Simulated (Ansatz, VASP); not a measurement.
**Al2Ru in VASP and in Ansatz**

INCAR

```
  PREC = Accurate
  ENCUT = 520
  EDIFF = 1E-7
  ISMEAR = -1
  SIGMA = 0.05
  LREAL = False
  LASPH = True
  NELM = 80
  ALGO = Normal
  ISIF = 2
  LWAVE = False
  LCHARG = False
  GGA = PS
  NBANDS = 17
```

The input KPOINTS:

```
regular mesh
0
Gamma
  12 12 12
```

The input POSCAR:

```
Al2Ru
1.0
   -1.5499486761      1.5499486761      4.1934704705
    1.5499486761     -1.5499486761      4.1934704705
    1.5499486761      1.5499486761     -4.1934704705
Ru Al
1 2
Direct
    0.0000000000      0.0000000000      0.0000000000
    0.3407978100      0.3407978100      0.0000000000
    0.6592021900      0.6592021900      0.0000000000
```

The input input.yaml:

```yaml
crystal:
  lattice:
    - [-1.5499486761, 1.5499486761, 4.1934704705]
    - [1.5499486761, -1.5499486761, 4.1934704705]
    - [1.5499486761, 1.5499486761, -4.1934704705]
  atoms:
    - { symbol: Ru, position: [0.0, 0.0, 0.0] }
    - { symbol: Al, position: [0.34079781, 0.34079781, 0.0] }
    - { symbol: Al, position: [0.65920219, 0.65920219, 0.0] }
hamiltonian:
  xc: pbesol
  pseudopotentials: { kind: paw }
kpoints:
  mp_grid: { grid: [12, 12, 12] }
scf:
  occupations: { method: fermi_dirac, width: 0.05 }
output:
  forces: true
  stress: true
  eigenvalues: true
```

Change from the starting cell: volume scaled by 0.98.

Alike in both runs: task single point; functional PBEsol; k mesh 12 × 12 × 12; occupations fermi-dirac, width 0.05 eV; no spin polarisation.

|  | VASP | Ansatz |
| --- | --- | --- |
| version | VASP 6.6.1 | Ansatz 0.2.0 |
| potentials or method | VASP PAW PBE potentials, release 64 (Ru_pv, Al) | Ansatz PAW |
| plane-wave cutoff (eV) | 520 | 420 |
| valence electrons in the cell | 20 | 22 |

VASP gave:

```
gap on the k mesh at the Fermi level (eV)       : none
pressure (GPa)                                  : 3.5
largest component of the traceless stress (GPa) : 0.33
rms of the force components (eV/Å)              : 0.010
```

Task: Which values does Ansatz return?

Result: gap on the k mesh at the Fermi level (eV): none; pressure (GPa): 3.4; largest component of the traceless stress (GPa): 0.35; rms of the force components (eV/Å): 0.009.

Atom by atom the forces differ by 0.000 eV/Å (rms over components). A gap of «none» marks a metal or a gap that the smearing closes. With one functional, cell and mesh, what is left measures potentials, basis and numerics. The two sets of potentials don't hold the same shells in valence.

Caveats: the PAW data sets were made with another functional, which shifts forces and pressure a little (VASP); the PAW data sets come from PBE, with cores solved anew for the run's functional, which leaves a small shift of forces and pressure (Ansatz).
